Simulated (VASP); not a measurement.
MgSe:

```
CELL_PARAMETERS angstrom
0.00000 2.73628 2.73628
2.73628 0.00000 2.73628
2.73628 2.73628 0.00000
ATOMIC_POSITIONS crystal
Mg 0.00000 0.00000 0.00000
Se 0.50000 0.50000 0.50000
```

Base run:

* Program: VASP 6.6.1
* Functional: PBE
* Potentials or basis: VASP PAW PBE potentials, release 64 (Mg, Se)
* Cutoff: 520 eV
* k mesh: 8 × 8 × 8
* Occupations: gaussian, width 0.01 eV
* Spin: non-collinear spin, zero start, spin-orbit coupling
* Starting moments: [[0.0, 0.0, 0.0], [0.0, 0.0, 0.0]] μB

Its results: pressure 1.1 GPa; net moment 0.00 μB per cell.

The run is repeated on the same cell with these changes: functional from PBE to HSE06; k mesh from 8 × 8 × 8 to 4 × 4 × 4. What comes out?

Pressure -0.2 GPa; net moment 0.00 μB per cell.

Several settings changed at once, so the effect can't be laid on one alone.

Caveats: some runs use coarse meshes; the PAW data sets were made with another functional, which shifts forces and pressure a little (some runs).
